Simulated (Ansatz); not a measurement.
Notes on Sn

```xyz
1
Lattice="0.0000 2.5155 2.5155 2.5155 0.0000 2.5155 2.5155 2.5155 0.0000" Properties=species:S:1:pos:R:3 pbc="T T T"
Sn    0.0000    0.0000    0.0000
```

Level: PBE, no spin polarisation; 420 eV; 12×12×12 Γ-centred mesh; fermi-dirac occupations (width 0.0486 eV); Ansatz 0.2.0, fixed geometry.

Problem. Metal or insulator?

Solution. It is a metal, with about 0.6 states/eV a cell as the mean within 0.25 eV of the Fermi level, mostly Sn p (85 %) and Sn s (13 %).

Problem. Is the cell too large or too small?

Solution. The pressure is -4.4 GPa (compression positive), so with the atoms held at these fractions the cell would first shrink.

Problem. What do density and ELF say about some of the short contacts?

Solution. Sn–Sn at 3.56 Å: least valence density 0.11 e/Å³ and ELF 0.28 there. Both are smooth PAW fields, read partly inside the augmentation spheres.

Origin: a known structure type with other elements, at an estimated volume, so it need not be a known compound.
